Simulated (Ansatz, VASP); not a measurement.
# Two plane-wave programs on Si

```
Si
1.0
     0.00000    2.70083    2.70083
     2.70083    0.00000    2.70083
     2.70083    2.70083    0.00000
Si
2
Cartesian
  2.7008 2.7008 2.7008
  4.0512 4.0512 4.0512
```

Alike in both runs: functional LDA; k mesh 8 × 8 × 8; occupations gaussian, width 0.02 eV; no spin polarisation.

Ansatz relaxed the structure, and its values are those at the end. VASP's run is a single point on that final structure, the one shown.

|  | VASP | Ansatz |
| --- | --- | --- |
| version | VASP 6.6.1 | Ansatz 0.2.0 |
| potentials or method | VASP PAW LDA potentials, release 64 (Si) | scalar-relativistic, plane waves, PAW |
| plane-wave cutoff (eV) | 520 | 420 |
| valence electrons in the cell | 8 | 8 |

Ansatz gave:

* gap on the k mesh at the Fermi level (eV): 0.49
* least direct gap on the mesh (eV): 2.53
* pressure (GPa): 0.0

**Question.** What did VASP give for the same quantities?

**Answer.** gap on the k mesh at the Fermi level (eV): 0.49; least direct gap on the mesh (eV): 2.53; pressure (GPa): 0.1.

Ansatz warned: «pseudo_functional_mismatch».
